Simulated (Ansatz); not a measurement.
Sb2Se3, DFT, PBE, all-electron PAW with datasets made for the crystal, scalar-relativistic (Ansatz 0.2.0), run on 2 threads of Arm Neoverse V2 on a shared host.

The cell was built from the La2O3 type and relaxed in the same program, and has space group P-3m1; it needn't be a known or the stable phase.

Command: `ansatz run input.yaml --threads 2 --pin off --max-ram 5120MiB --backend cpu --events-out ev --progress --plain --runs-dir out`

```yaml
crystal:
  lattice:
    - [4.0694543721, 0.0, 0.0]
    - [-2.034727186, 3.5242508658, 0.0]
    - [0.0, 0.0, 10.5348044482]
  atoms:
    - { symbol: Sb, position: [0.3333333333, 0.6666666667, 0.1799456836] }
    - { symbol: Sb, position: [0.6666666667, 0.3333333333, 0.8200543164] }
    - { symbol: Se, position: [0.0, 0.0, 0.0] }
    - { symbol: Se, position: [0.3333333333, 0.6666666667, 0.672628085] }
    - { symbol: Se, position: [0.6666666667, 0.3333333333, 0.327371915] }
kpoints:
  mp_grid: { grid: [8, 8, 5] }
  band_path:
    path:
      - [0.0, 0.0, 0.0]
      - [0.5, 0.0, 0.0]
      - [0.3333333333, 0.3333333333, 0.0]
      - [0.0, 0.0, 0.0]
      - [0.0, 0.0, 0.5]
      - [0.5, 0.0, 0.5]
      - [0.3333333333, 0.3333333333, 0.5]
      - [0.0, 0.0, 0.5]
      - [0.5, 0.0, 0.5]
    npoints: 8
scf:
  occupations: { method: fermi_dirac, width: 0.03 }
hamiltonian:
  xc: pbe
  pseudopotentials: { kind: all_electron, datasets: crystal }
output:
  forces: true
  stress: true
  eigenvalues: true
  efg: { contact_densities: true }
```

Question: How large is the problem that the program sets up?

Answer: 40 irreducible k-points, 711 plane waves at Γ, 19 bands.

Question: Estimate the wall time and the peak memory.

Answer: 20 s of wall time for 10 SCF iterations, with a peak of 0.7 GiB. Times on shared machines scatter by tens of per cent.

Question: And the same cell and mesh by all-electron LAPW, asked for forces, stress, eigenvalues, fatbands, populations, dos and the same band path, on the same hardware?

Answer: 120 s, peak memory 0.74 GiB.

Question: And the same cell and mesh by PAW (frozen-core files), asked for forces, stress, eigenvalues, efg, populations, bader, dos, write_density, write_potential, elf and the same band path, on the same hardware?

Answer: 31 s, peak memory 0.73 GiB.
